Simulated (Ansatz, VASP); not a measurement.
**MgS in VASP and in Ansatz**

```
Mg S
1.0
     0.00000    2.60152    2.60152
     2.60152    0.00000    2.60152
     2.60152    2.60152    0.00000
Mg S
1 1
Direct
  0.00000 0.00000 0.00000
  0.50000 0.50000 0.50000
```

The cell is a database's computed one.

Alike in both runs: task single point; functional PBE; k mesh 8 × 8 × 8; occupations fermi-dirac, width 0.02 eV; no spin polarisation.

|  | VASP | Ansatz |
| --- | --- | --- |
| version | VASP 6.6.1 | Ansatz 0.2.0 |
| potentials or method | VASP PAW PBE potentials, release 64 (Mg, S) | plane waves, PAW |
| plane-wave cutoff (eV) | 520 | 420 |
| valence electrons in the cell | 8 | 16 |

```csv
,VASP,Ansatz,Ansatz less VASP
gap on the k mesh at the Fermi level (eV),2.78,2.79,+0.014
pressure (GPa),0.9,1.2,+0.30
```

With one functional, cell and mesh, what is left measures potentials, basis and numerics. The two sets of potentials don't hold the same shells in valence.

A k mesh can miss the band edges. As with any semilocal functional, this PBE gap is likely too small.
